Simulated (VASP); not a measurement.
# Al (P6_3/mmc) in VASP: notebook

The runs below take Al through equation of state, with r2SCAN.

Everything below comes from runs of VASP 6.6.1. Logs are shortened: lines on timing, memory, paths and dates and some standing lists are left out, and cuts for length are marked.

### 1 The structure

Symmetry: P6_3/mmc, No. 194, hexagonal system. The conventional cell has a = 2.823 Å, b = 2.823 Å, c = 4.629 Å, α = 90.00°, β = 90.00°, γ = 120.00°. Around Al (site symmetry -6m2) lie 12 Al at 2.82 to 2.83 Å.

This isn't the form of Al at room conditions, which is fcc.

### 2 Equation of state, r2SCAN, 15.34 Å³/atom (a relaxed cell with its volume scaled by 0.96)

Input file INCAR:

```
ALGO = Normal ; EDIFF = 1E-6
ENCUT = 520 ; ISIF = 2
ISMEAR = -1 ; LASPH = True
LCHARG = False ; LMIXTAU = True
LREAL = False ; LWAVE = False
METAGGA = R2SCAN ; NELM = 80
PREC = Accurate ; SIGMA = 0.05
```

Input file KPOINTS:

```
k-points
0
Gamma
  10 10 6
```

Input file POSCAR:

```
Al                                      
1.0
    2.7851836027      0.0000000000      0.0000000000
   -1.3925918013      2.4120397541     -0.0000000000
   -0.0000000000     -0.0000000000      4.5668198198
  Al            
     2
Direct
     0.3333333332999970    0.6666666667000030    0.2500000000000000
     0.6666666667000030    0.3333333332999970    0.7500000000000000
```

Potentials or basis: VASP PAW PBE potentials, release 64 (Al).

Run with:

```
cat potpaw_PBE.64/Al/POTCAR > POTCAR
mpirun -np 1 vasp_std > vasp.out
```

OUTCAR:

```text
EDIFF = 1E-6
   ENCUT = 520
   ISIF = 2
   ISMEAR = -1
   LASPH = True
   LREAL = False
   METAGGA = R2SCAN
   NELM = 80
   PREC = Accurate

 ion  position               nearest neighbor table
   1  0.333  0.667  0.250-   2 2.79   2 2.79   2 2.79   2 2.79   2 2.79   2 2.79
   2  0.667  0.333  0.750-   1 2.79   1 2.79   1 2.79   1 2.79   1 2.79   1 2.79

  LATTYP: Found a hexagonal cell.
 ALAT       =     2.7851836027
 C/A-ratio  =     1.6396835797

  Lattice vectors:

 A1 = (   2.7851836027,   0.0000000000,   0.0000000000)
 A2 = (  -1.3925918013,   2.4120397541,   0.0000000000)
 A3 = (   0.0000000000,   0.0000000000,   4.5668198198)

Analysis of symmetry for initial positions (statically):
=====================================================================
 Subroutine PRICEL returns:
 Original cell was already a primitive cell.

 Routine SETGRP: Setting up the symmetry group for a
 hexagonal supercell.

 Subroutine GETGRP returns: Found 24 space group operations
 (whereof 12 operations were pure point group operations)
 out of a pool of 24 trial point group operations.

The static configuration has the point symmetry D_3d.
 The point group associated with its full space group is D_6h.

Analysis of symmetry for dynamics (positions and initial velocities):
=====================================================================
 Subroutine PRICEL returns:
 Original cell was already a primitive cell.

 Routine SETGRP: Setting up the symmetry group for a
 hexagonal supercell.

 Subroutine GETGRP returns: Found 24 space group operations
 (whereof 12 operations were pure point group operations)
 out of a pool of 24 trial point group operations.

The dynamic configuration has the point symmetry D_3d.
 The point group associated with its full space group is D_6h.

 Subroutine INISYM returns: Found 24 space group operations
 (whereof 12 operations are pure point group operations),
 and found     1 'primitive' translations

----------------------------------------------------------------------------------------

                                     Primitive cell

  volume of cell :      30.6798

  direct lattice vectors                    reciprocal lattice vectors
     2.785183603  0.000000000  0.000000000     0.359042757  0.207293433  0.000000000
    -1.392591801  2.412039754  0.000000000     0.000000000  0.414586865  0.000000000
     0.000000000  0.000000000  4.566819820     0.000000000  0.000000000  0.218970759

  length of vectors
     2.785183603  2.785183603  4.566819820     0.414586865  0.414586865  0.218970759

[... 79 lines left out ...]
   NELM   =     80;   NELMIN=  2; NELMDL= -5     # of ELM steps
   EDIFF  = 0.1E-05   stopping-criterion for ELM
   LREAL  =      F    real-space projection
   EDIFFG = 0.1E-04   stopping-criterion for IOM
   NSW    =      0    number of steps for IOM
   IBRION =     -1    ionic relax: 0-MD 1-quasi-New 2-CG
   NFREE  =      0    steps in history (QN), initial steepest desc. (CG)
   ISIF   =      2    stress and relaxation
   ISYM   =      2    0-nonsym 1-usesym 2-fastsym
   POTIM  = 0.5000    time-step for ionic-motion
   TEBEG  =    0.0;   TEEND  =   0.0 temperature during run
   PSTRESS=    0.0 pullay stress
   NELECT =       6.0000    total number of electrons
   NUPDOWN=      -1.0000    fix difference up-down
   EMIN   =  10.00;   EMAX   =-10.00  energy-range for DOS
   EFERMI =   0.00;   METHOD = LEGACY
   ISMEAR =    -1;   SIGMA  =   0.05  broadening in eV -4-tet -1-fermi 0-gaus
   EFERMI_NEDOS =   21; number of points for ismear=-14 and -15
   IALGO  =     38    algorithm
   IMIX   =      4    mixing-type and parameters
     AMIX     =   0.40;   BMIX     =  1.00
     AMIX_MAG =   1.60;   BMIX_MAG =  1.00
  volume/ion in A,a.u.               =      15.34       103.52
  Fermi-wavevector in a.u.,A,eV,Ry     =   0.950257  1.795726 12.285909  0.902989
  Thomas-Fermi vector in A             =   2.078617
   LORBIT       =      0    0 simple, 1 ext, 2 COOP (PROOUT), +10 PAW based schemes
   METAGGA = R2SCAN    functional components
   LHFCALC =     F    Hartree Fock is set to
   AEXX    =    0.0000 exact exchange contribution
   IVDW    =     0    specifies the selected vdW correction
   LEPSILON=     F    determine dielectric tensor
   LRPA    =     F    only Hartree local field effects (RPA)
 non-spin polarized calculation
  energy-cutoff  :      520.00
  volume of cell :       30.68
 maximum number of plane-waves:       842
 NGX is ok and might be reduce to    24
   NGX = 11   NGY = 11   NGZ = 17

 number of electron       6.0000000 magnetization

 Free energy of the ion-electron system (eV)
  ---------------------------------------------------
  ext. energy  EPLUGINS =         0.00000000
  ---------------------------------------------------
  free energy    TOTEN  =       -13.40612444 eV

  energy without entropy =      -13.40065106  energy(sigma->0) =      -13.40338775

 E-fermi :   8.7674     XC(G=0): -11.1868

 val. band max:        8.7322880526   @ k =   0.3000   0.3000   0.1667
 cond. band min:       8.7827840477   @ k =   0.4000   0.2000   0.1667
 fundamental gap:      0.0504959951
 Fermi energy:         8.7673932946

 k-point     1 :       0.0000    0.0000    0.0000
  band No.  band energies     occupation
      1      -3.5759      2.00000
      2       3.4670      2.00000
      3       4.1032      2.00000
      4      20.8380      0.00000
      5      20.8380      0.00000
      6      20.9196      0.00000
      7      20.9196      0.00000
[... 221 lines left out ...]
 k-point    24 :       0.4000    0.1000    0.1667
  band No.  band energies     occupation
      1       2.1690      2.00000
      2       4.6541      2.00000
      3       7.0601      2.00000
      4       9.4268      0.00000
      5      11.3633      0.00000
      6      12.8144      0.00000
      7      14.6693      0.00000

 [... further k-points ...]
[... 5 lines left out ...]
  --------------------------------------------------------------------------------------
  -------------------------------------------------------------------------------------
  Total        0.7494097      0.7494097      0.7707599      0.0000000      0.0000000      0.0000000
  in kB       39.1361153     39.1361153     40.2510793      0.0000000      0.0000000      0.0000000
  external PRESSURE =      39.5077700 kB  Pullay stress =       0.0000000 kB

 VOLUME and BASIS-vectors are now :
 -----------------------------------------------------------------------------
  energy-cutoff  :      520.00
  volume of cell :       30.68
      direct lattice vectors                 reciprocal lattice vectors
     2.785183603  0.000000000  0.000000000     0.359042757  0.207293433  0.000000000
    -1.392591801  2.412039754  0.000000000     0.000000000  0.414586865  0.000000000
     0.000000000  0.000000000  4.566819820     0.000000000  0.000000000  0.218970759

 POSITION                                       TOTAL-FORCE (eV/Angst)
 -----------------------------------------------------------------------------------
     -0.00000      1.60803      1.14170        -0.000000      0.000000      0.000000
      1.39259      0.80401      3.42511         0.000000     -0.000000      0.000000
 -----------------------------------------------------------------------------------
    total drift:                                0.000000     -0.000000     -0.000000

  FREE ENERGIE OF THE ION-ELECTRON SYSTEM (eV)
  ---------------------------------------------------
  free  energy   TOTEN  =       -13.4061244364 eV

  energy  without entropy=      -13.4006510628  energy(sigma->0) =      -13.40338775
```

OSZICAR:

```text
N       E                     dE             d eps       ncg     rms          rms(c)
DAV:   1    -0.648410536875E+01   -0.64841E+01   -0.24860E+03   784   0.711E+02
DAV:   2    -0.136833167862E+02   -0.71992E+01   -0.68604E+01  1085   0.513E+01
DAV:   3    -0.137492778345E+02   -0.65961E-01   -0.65602E-01  1127   0.624E+00
DAV:   4    -0.137494999128E+02   -0.22208E-03   -0.22206E-03  1134   0.322E-01
DAV:   5    -0.137495019854E+02   -0.20726E-05   -0.20719E-05  1113   0.201E-02    0.447E+00
DAV:   6    -0.134156119266E+02    0.33389E+00   -0.14904E-01  1029   0.255E+00    0.279E+00
DAV:   7    -0.134056127985E+02    0.99991E-02   -0.85354E-03   882   0.131E+00    0.493E-01
DAV:   8    -0.134057121614E+02   -0.99363E-04   -0.10735E-03   959   0.423E-01    0.123E-01
DAV:   9    -0.134020968970E+02    0.36153E-02   -0.50019E-03   938   0.817E-01    0.690E-02
DAV:  10    -0.134059863401E+02   -0.38894E-02   -0.37312E-03   938   0.662E-01    0.108E-02
DAV:  11    -0.134061269112E+02   -0.14057E-03   -0.67896E-05   896   0.939E-02    0.927E-03
DAV:  12    -0.134061186148E+02    0.82964E-05   -0.38006E-06  1015   0.265E-02    0.230E-03
DAV:  13    -0.134061240507E+02   -0.54359E-05   -0.50906E-07   609   0.995E-03    0.160E-03
DAV:  14    -0.134061244364E+02   -0.38564E-06   -0.17113E-07   504   0.477E-03
   1 F= -.13406124E+02 E0= -.13403388E+02  d E =-.547337E-02
```

stdout:

```text
POSCAR found type information on POSCAR Al
 POSCAR found :  1 types and       2 ions
 scaLAPACK will be used
 -----------------------------------------------------------------------------
|                                                                             |
|                                                                             |
|     You enforced a specific xc type in the INCAR file but a different       |
|     I HOPE YOU KNOW WHAT YOU ARE DOING!                                     |
|                                                                             |
 -----------------------------------------------------------------------------

 LDA part: xc-table for (None), standard interpolation
 POSCAR, INCAR and KPOINTS ok, starting setup
 FFT: planning ... GRIDC
 FFT: planning ... GRID_SOFT
 FFT: planning ... GRID
 WAVECAR not read
 entering main loop
```

It took 38 s on 1 thread of Intel Xeon Platinum 8488C (Sapphire Rapids), shared host; peak memory 0.15 GiB.

What came out:

```
Free energy            : -13.4061 eV
Pressure               : 4.0 GPa
Band gap on the k mesh : none (metal or under the smearing width)
```

Caveat: the PAW data sets were made with another functional, which shifts forces and pressure a little.

### 3 Equation of state, r2SCAN, 15.66 Å³/atom (a relaxed cell with its volume scaled by 0.98)

INCAR is that of step 2.

KPOINTS is that of step 2.

Input file POSCAR:

```
Al                                      
1.0
    2.8043923725      0.0000000000      0.0000000000
   -1.4021961862      2.4286750367     -0.0000000000
   -0.0000000000     -0.0000000000      4.5983161242
  Al            
     2
Direct
     0.3333333332999970    0.6666666667000030    0.2500000000000000
     0.6666666667000030    0.3333333332999970    0.7500000000000000
```

Potentials or basis: VASP PAW PBE potentials, release 64 (Al).

Run with:

```
cat potpaw_PBE.64/Al/POTCAR > POTCAR
mpirun -np 1 vasp_std > vasp.out
```

It took 38 s on 1 thread of Intel Xeon Platinum 8488C (Sapphire Rapids), shared host; peak memory 0.15 GiB.

Results (log left out):

| Item | Value |
| --- | --- |
| Free energy | -13.4176 eV |
| Pressure | 1.9 GPa |
| Band gap on the k mesh | none (metal or under the smearing width) |

Caveat: the PAW data sets were made with another functional, which shifts forces and pressure a little.

### 4 Equation of state, r2SCAN, 15.98 Å³/atom

INCAR is that of step 3.

KPOINTS is that of step 3.

Input file POSCAR:

```
Al                                      
1.0
    2.8233415444      0.0000000000      0.0000000000
   -1.4116707722      2.4450855010     -0.0000000000
   -0.0000000000     -0.0000000000      4.6293867703
  Al            
     2
Direct
     0.3333333332999970    0.6666666667000030    0.2500000000000000
     0.6666666667000030    0.3333333332999970    0.7500000000000000
```

Run with:

```
cat potpaw_PBE.64/Al/POTCAR > POTCAR
mpirun -np 1 vasp_std > vasp.out
```

Wall time 29 s (1 thread of Intel Xeon Platinum 8488C (Sapphire Rapids), shared host); peak memory 0.15 GiB.

It converged, with:

```
Free energy            : -13.4211 eV
Pressure               : 0.0 GPa
Band gap on the k mesh : none (metal or under the smearing width)
```

Caveat: the PAW data sets were made with another functional, which shifts forces and pressure a little.

### 5 Equation of state, r2SCAN, 16.30 Å³/atom (a relaxed cell with its volume scaled by 1.02)

INCAR is that of step 4.

KPOINTS is that of step 4.

Input file POSCAR:

```
Al                                      
1.0
    2.8420397154      0.0000000000      0.0000000000
   -1.4210198577      2.4612785921     -0.0000000000
   -0.0000000000     -0.0000000000      4.6600458543
  Al            
     2
Direct
     0.3333333332999970    0.6666666667000030    0.2500000000000000
     0.6666666667000030    0.3333333332999970    0.7500000000000000
```

Run with:

```
cat potpaw_PBE.64/Al/POTCAR > POTCAR
mpirun -np 1 vasp_std > vasp.out
```

Run time: 27 s. Hardware: 1 thread of Intel Xeon Platinum 8488C (Sapphire Rapids), shared host; peak memory 0.15 GiB.

The run converged. Its results:

```yaml
Free_energy: -13.4175 eV
Pressure: -1.7 GPa
Band_gap_on_the_k_mesh: none (metal or under the smearing width)
```

Caveat: the PAW data sets were made with another functional, which shifts forces and pressure a little.

### 6 Equation of state, r2SCAN, 16.62 Å³/atom (a relaxed cell with its volume scaled by 1.04)

INCAR is that of step 5.

KPOINTS is that of step 5.

Input file POSCAR:

```
Al                                      
1.0
    2.8604950359      0.0000000000      0.0000000000
   -1.4302475179      2.4772613685     -0.0000000000
   -0.0000000000     -0.0000000000      4.6903067402
  Al            
     2
Direct
     0.3333333332999970    0.6666666667000030    0.2500000000000000
     0.6666666667000030    0.3333333332999970    0.7500000000000000
```

Potentials or basis: VASP PAW PBE potentials, release 64 (Al).

Run with:

```
cat potpaw_PBE.64/Al/POTCAR > POTCAR
mpirun -np 1 vasp_std > vasp.out
```

It took 27 s on 1 thread of Intel Xeon Platinum 8488C (Sapphire Rapids), shared host; peak memory 0.15 GiB.

The run converged. Its results:

* Free energy: -13.4075 eV
* Pressure: -3.3 GPa
* Band gap on the k mesh: none (metal or under the smearing width)

Caveat: the PAW data sets were made with another functional, which shifts forces and pressure a little.

### 7 Equation of state, r2SCAN

No new run: the results of the series are fitted here.

Results:

```
Equilibrium volume                        : 15.97 Å³/atom
Bulk modulus at fixed shape and positions : 90 GPa
Pressure derivative of the bulk modulus   : 4.0 (rough: it moves with the points fitted)
```

Energy against volume, from the lowest point:
```tsv
volume (Å³/atom)	energy (meV/atom)
15.340	7.50
15.659	1.77
15.979	0.00
16.299	1.80
16.618	6.83
```

Caveat: the cell was scaled at fixed shape and fractional positions, which overstates the stiffness of a crystal with free parameters, most of all of layers and chains; the PAW data sets were made with another functional, which shifts forces and pressure a little.
